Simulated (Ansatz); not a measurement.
A run of Ansatz 0.2.0 is set up as follows.

The input input.yaml:

```yaml
crystal:
  lattice:
    - [-3.9998, 0.0, 0.0]
    - [0.0, 0.0, -4.018]
    - [0.0, -7.9996, 0.0]
  atoms:
    - { symbol: Ba, position: [0.00144355, 0.02304186, 0.50759263] }
    - { symbol: Ba, position: [0.99855645, 0.97695814, 0.99240737] }
    - { symbol: Ti, position: [0.48032989, 0.56318885, 0.23579995] }
    - { symbol: Ti, position: [0.51967011, 0.47281115, 0.76420005] }
    - { symbol: O, position: [0.49380053, 0.96597287, 0.25815002] }
    - { symbol: O, position: [0.50619947, 0.00202713, 0.74184998] }
    - { symbol: O, position: [0.50761037, 0.49933203, 0.50744356] }
    - { symbol: O, position: [0.49238963, 0.47066797, 0.99255644] }
    - { symbol: O, position: [0.0152243, 0.48840562, 0.27113375] }
    - { symbol: O, position: [0.9847757, 0.48159438, 0.72886625] }
hamiltonian:
  xc: pbesol
  pseudopotentials: { kind: paw }
  hubbard: { sites: [{ species: Ti, l: d, u_eff: 5.0 }] }
kpoints:
  mp_grid: { grid: [7, 7, 4] }
scf:
  occupations: { method: fermi_dirac, width: 0.05 }
output:
  forces: true
  stress: true
  eigenvalues: true
relax:
  f_tol: 0.01
  max_steps: 40
  cell: { stress_tol: 0.05 }
```

Potentials or basis: Ansatz PAW.

Run with:

```sh
$ ansatz run input.yaml --threads 4 --pin off --max-ram 11264MiB --backend cpu --events-out ev --progress --plain --runs-dir out
```

**Question.** Estimate the relaxed volume.

**Answer.** 12.64 Å³/atom.

**Question.** What does it give for the band gap on the k mesh?

**Answer.** 2.42 eV, indirect (least direct gap 2.53 eV).

**Question.** Estimate the relaxed cell.

**Answer.** a = 3.983 Å, b = 3.983 Å, c = 7.966 Å, α = 90.00°, β = 90.00°, γ = 90.00°.

Final structure:
```xyz
10
Lattice="-3.9828 0.0000 0.0000 0.0000 0.0000 -3.9828 0.0000 -7.9656 0.0000" Properties=species:S:1:pos:R:3 pbc="T T T"
Ba    0.0000   -3.9828    0.0222
Ba   -3.9828   -7.9656   -3.9606
Ti   -1.9915   -1.9915   -1.9692
Ti   -1.9915   -5.9742   -1.9693
O    -1.9914   -1.9914   -3.9605
O    -1.9914   -5.9742    0.0224
O    -1.9914   -3.9827   -1.9691
O    -1.9914   -7.9655   -1.9691
O     0.0000   -1.9914   -1.9691
O    -3.9827   -5.9742   -1.9690
```

Caveat: odd divisions of the mesh miss points on the zone boundary, where band edges often lie, so the gap on the mesh can be too wide; the plane-wave basis is chosen anew once the cell has moved, so the energies of steps on either side of that aren't comparable; the pressure holds a Pulay correction of +0.6 GPa for the finite cutoff; spin-orbit coupling is left out, which moves the levels of the heavy elements; the PAW data sets come from PBE, with cores solved anew for the run's functional, which leaves a small shift of forces and pressure. A k mesh can miss the band edges.
